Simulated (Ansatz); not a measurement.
# Gap against strain: armchair graphene nanoribbon (N = 12, H edges)

**Method.** Ansatz 0.2.0, plane waves with PAW datasets, PBE, Fermi-Dirac smearing of 0.05 eV, no spin-orbit coupling. The period is scaled from its relaxed value of 4.290 Å and the atoms relax, within the symmetry of the start, at each strain ε (in %); gaps, in eV, are read on a band path.

```tsv
period (Å)	energy (eV a cell)	place of the conduction minimum (Γ = 0, Z = 1)	ε	gap
4.119	+1.090	0.00	−4	0.1557
4.204	+0.265	0.00	−2	0.3966
4.290	0.000	0.00	0	0.6022
4.376	+0.246	0.00	2	0.8145
4.462	+0.953	0.00	4	1.017
```

One run is withheld: period (Å) = 4.548, with ε = 6. Fit a straight line gap = a + b × ε to the 5 rows shown and predict it.

**Fit.** The means are 0 for ε and 0.5971 for gap. The sum of products of deviations is 4.279 and the sum of squares in ε is 40, so b = 4.279 / 40 = 0.107 and a = 0.5971 − (0.107) × 0 = 0.5971. The residuals' standard deviation, with 3 degrees of freedom, is σ = 0.013.

**Prediction.** gap = 0.5971 + (0.107) × 6 = 1.239. The run gave 1.035, so the prediction less the run is +0.2. The standard error of a prediction there, σ√(1 + 1/5 + (6 − 0)²/40), is 0.018, and the miss is 11 times that, for a point outside the fitted range. With so few rows σ is itself uncertain.

The gap widens at every step from compression to tension.

**Limits.** Kohn-Sham gaps of a wire among periodic images, which in a check on one flat ribbon (7 Å apart) lowered the gap by 0.2 eV and flattened the slope; the slope b × 100 is a mean deformation potential of the gap, in eV per unit strain. Between neighbouring runs it lies between 0.9 and 12.0 eV, so a bend, a kink or scatter between runs makes one line a rough account. The unstrained row comes from a denser mesh than the others, which shifts its energy a little. Series of this kind are told only where this holds: a gap at every strain (compound wires with polar facets were set aside first). 88 of 101 did.

[Logs are printed without paths, hosts, clocks, repeated set-up lines and the standing remarks that a program may print on its own settings, such as how far it seeks lower states.]
